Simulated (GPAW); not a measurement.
Input of a GPAW 26.7.0 run:

run.py

```python
from ase import Atoms
from ase.dft.bandgap import bandgap
from ase.io import write
from ase.units import GPa
from gpaw import GPAW, PW

atoms = Atoms(['As'],
              cell=[[2.7036817444, 0.0, 0.0],
                    [0.0, 2.7036817444, 0.0],
                    [0.0, 0.0, 2.7036817444]],
              scaled_positions=[[0.5, 0.5, 0.5]],
              pbc=True)

calc = GPAW(mode=PW(600),
            xc='LDA',
            kpts={'size': (10, 10, 10), 'gamma': True},
            occupations={'name': 'fermi-dirac', 'width': 0.05},
            nbands=9,
            convergence={'density': 1e-05, 'energy': 1e-05},
            maxiter=150,
            txt='gpaw.txt')
atoms.calc = calc
energy = atoms.get_potential_energy()
forces = atoms.get_forces()
stress = atoms.get_stress()
calc.write('gs.gpw')
write('result.traj', atoms)
print(f'Energy: {energy:.6f} eV')
print('Forces (eV/A):')
print(forces.round(4))
print('Stress (GPa):', (stress / GPa).round(3))
print('Fermi level:', round(calc.get_fermi_level(), 4), 'eV')
print(f'Gap: {bandgap(calc)[0]:.4f} eV, direct: {bandgap(calc, direct=True)[0]:.4f} eV')

path = atoms.cell.bandpath('GXMGRX,MR', npoints=80, eps=1e-4)
bs_calc = calc.fixed_density(kpts=path, symmetry='off', nbands=15,
                             convergence={'bands': 'CBM+6.0', 'eigenstates': 1e-6}, txt='bands.txt')
bs = bs_calc.band_structure()
bs.write('bs.json')
print(f'Gap on the path: {bandgap(bs_calc)[0]:.4f} eV')
```

Potentials or basis: the program's PAW data sets (release 1.2.1) made for this functional, pw.

The run is started by

```sh
$ OMP_NUM_THREADS=1 python run.py
```

(1) Predict the pressure.

(2) What does it give for the band gap along the path?

Results:

(1) -3.1 GPa.

(2) none (metal or under the smearing width).
